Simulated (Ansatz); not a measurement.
GaP: elastic constants from stress and strain

```xyz
2
Lattice="0.0000 2.5805 2.5805 2.5805 0.0000 2.5805 2.5805 2.5805 0.0000" Properties=species:S:1:pos:R:3 pbc="T T T"
Ga    0.0000    0.0000    0.0000
P     2.5805    2.5805    2.5805
```

Atom numbers follow the list: Ga1, P2.

The cell was built from the rocksalt type and relaxed in the same program, and has space group Fm-3m; it needn't be a known or the stable phase.

Theory: Ansatz 0.2.0, DFT, PBE, all-electron LAPW, scalar-relativistic.

Settings: a Γ-centred 12×12×12 k mesh, Fermi–Dirac smearing of 0.05 eV, basis error target 1 meV/atom, no spin polarisation.

The unstrained cell is at 0.02 GPa. Large strains and very small stresses are left out. Each strain is applied once, with fractional coordinates held (clamped ions), and σ below is the change of stress, positive in tension. One finite strain gives stress–strain coefficients at this pressure with an error of the order of the strain times third-order constants, a few per cent for each per cent of strain. In a metal the k mesh adds noise of tens of per cent to soft shears.

(1) With xy engineering shear strain of -2 %, the run gives σxy = -0.34 GPa and γxy = 2εxy = -0.0200. Which stiffness follows?

Answers

(1) C44 (clamped ions) = σxy/γxy = 17 GPa.
